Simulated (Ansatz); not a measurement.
**PbTe (Pm-3m): from the listed cell to zero pressure**

Where does the pressure of PbTe (Pm-3m) vanish?

Computed with Ansatz 0.2.0 (DFT PBE, scalar-relativistic, plane waves, PAW, unless a step's input says otherwise).

The runs add the D3(BJ) dispersion term to the functional named.

### Step 1. The structure to begin with

It takes space group Pm-3m (No. 221, cubic). Conventional cell: a = 4.002 Å, b = 4.002 Å, c = 4.002 Å, α = 90.00°, β = 90.00°, γ = 90.00°. Te (site symmetry m-3m) has 8 Pb at 3.47 Å as nearest neighbours. Pb (site symmetry m-3m) is surrounded by 8 Te at 3.47 Å.

Coordinates:

```cif
data_structure
_symmetry_space_group_name_H-M 'Pm-3m'
_symmetry_Int_Tables_number 221
_cell_length_a 4.0023
_cell_length_b 4.0023
_cell_length_c 4.0023
_cell_angle_alpha 90.000
_cell_angle_beta 90.000
_cell_angle_gamma 90.000
_cell_volume 64.11
loop_
_atom_site_label
_atom_site_type_symbol
_atom_site_symmetry_multiplicity
_atom_site_Wyckoff_symbol
_atom_site_fract_x
_atom_site_fract_y
_atom_site_fract_z
_atom_site_occupancy
Te1 Te 1 b 0.50000 0.50000 0.50000 1
Pb1 Pb 1 a 0.00000 0.00000 0.00000 1
```

### Step 2. First run, at the start cell

input.yaml reads:

```yaml
crystal:
  lattice:
    - [4.002287, 0.0, 0.0]
    - [0.0, 4.002287, 0.0]
    - [0.0, 0.0, 4.002287]
  atoms:
    - { symbol: Te, position: [0.5, 0.5, 0.5] }
    - { symbol: Pb, position: [0.0, 0.0, 0.0] }
basis:
  ecutwfc: 420
  ecutrho_ratio: 4
kpoints:
  mp_grid: { grid: [8, 8, 8] }
hamiltonian:
  xc: pbe
  dispersion: d3bj
scf:
  occupations: { method: gaussian, width: 0.05 }
output:
  forces: true
  stress: true
  eigenvalues: true
```

Started as:

```bash
$ ansatz run input.yaml --threads 1 --pin off --max-ram 2560MiB --backend cpu --events-out ev --progress --plain --runs-dir out
```

After this run come: Next volume, run 2; Next volume, run 3; Volume adjusted, run 4; A new volume, run 5.

Q: Predict the outcome of this session. Wanted: volume; pressure; conventional cell; gap on the mesh.

As calculated:

```
         quantity                                                                      value
           volume                                                             30.387 Å³/atom
         pressure                                                                  -0.01 GPa
conventional cell  a = 3.932 Å, b = 3.932 Å, c = 3.932 Å, α = 90.00°, β = 90.00°, γ = 90.00°
  gap on the mesh                                                               none (metal)
```

The volume went from 32.05 to 30.39 Å³/atom (-5.2 %), where 0.01 GPa is left. Spin–orbit coupling is left out, though the cell holds Pb; in elements this heavy it can shift levels and gaps by tenths of an eV.
